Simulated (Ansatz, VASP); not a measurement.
**One calculation of HfB, two programs**

```
Hf B
1.0
     0.00000    2.44083    2.44083
     2.44083    0.00000    2.44083
     2.44083    2.44083    0.00000
Hf B
1 1
Direct
  0.50000 0.50000 0.50000
  0.00000 0.00000 0.00000
```

Alike in both runs: task single point; functional PBE; k mesh 16 × 16 × 16; occupations gaussian, width 0.1 eV; no spin polarisation.

|  | VASP | Ansatz |
| --- | --- | --- |
| version | VASP 6.6.1 | Ansatz 0.2.0 |
| potentials or method | VASP PAW PBE potentials, release 64 (Hf_pv, B) | scalar-relativistic, plane waves, PAW |
| plane-wave cutoff (eV) | 520 | 420 |
| valence electrons in the cell | 13 | 29 |

|  | VASP | Ansatz | Ansatz less VASP |
| --- | --- | --- | --- |
| gap on the k mesh at the Fermi level (eV) | none | none | - |
| pressure (GPa) | -4.7 | -4.7 | -0.01 |

A gap of «none» marks a metal or a gap that the smearing closes. The two sets of potentials don't hold the same shells in valence.

Spin-orbit coupling is left out, which matters for the levels of Hf.
